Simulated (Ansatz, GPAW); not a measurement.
# CdS: programs and potentials compared

```
Cd S
1.0
     0.00000    2.91650    2.91650
     2.91650    0.00000    2.91650
     2.91650    2.91650    0.00000
Cd S
1 1
Direct
  0.00000 0.00000 0.00000
  0.75000 0.75000 0.75000
```

Alike in all runs: task single point; functional PBE; k mesh 8 × 8 × 8; occupations gaussian, width 0.023 eV; no spin polarisation; no spin-orbit coupling. Pressure is positive in compression and, in plane waves, holds the error of the finite cutoff, which Ansatz's Pulay term estimates and takes out.

```csv
program and potentials,plane-wave cutoff (eV),notes,band gap (eV),pressure (GPa)
"Ansatz, Ansatz PAW",420,13 valence electrons an atom on average; Pulay term of +0.04 GPa included,1.15,2.85
"GPAW, GPAW PAW data sets (gpaw-data 1.2.1)",600,9 valence electrons an atom on average,1.13,2.60
"Ansatz, all-electron LAPW, scalar-relativistic",-,-,?,?
```

Q: Estimate from the other rows what the run with Ansatz, all-electron LAPW, scalar-relativistic gave.

A: Band gap 1.15 eV; pressure 2.88 GPa. The other rows, which needn't bracket it: band gap 1.13 to 1.15; pressure 2.60 to 2.85.
